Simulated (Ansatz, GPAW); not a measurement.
## WC: 3 runs at one level of theory

```
CELL_PARAMETERS angstrom
2.90650 0.00000 0.00000
-1.45325 2.51710 0.00000
0.00000 0.00000 2.83660
ATOMIC_POSITIONS crystal
W 0.00000 0.00000 0.00000
C 0.66667 0.33333 0.50000
```

Alike in all runs: task band structure; functional RPBE; k mesh 10 × 10 × 9; occupations fermi-dirac, width 0.05 eV; no spin polarisation; no spin-orbit coupling. Pressure is positive in compression and, in plane waves, holds the error of the finite cutoff, which Ansatz's Pulay term estimates and takes out.

| program and potentials | plane-wave cutoff (eV) | notes | pressure (GPa) |
| --- | --- | --- | --- |
| Ansatz, Ansatz PAW | 420 | potentials made for PBE, which Ansatz adapts in part; Pulay term of +0.29 GPa included | 10.00 |
| Ansatz, all-electron LAPW, scalar-relativistic | - | - | ? |
| GPAW, the program's PAW data sets (release 1.2.1) made for this functional | 800 | - | 10.54 |

Q: Estimate from the other rows what the run with Ansatz, all-electron LAPW, scalar-relativistic gave.

A: Pressure 10.10 GPa. The other rows, which needn't bracket it: pressure 10.00 to 10.54.
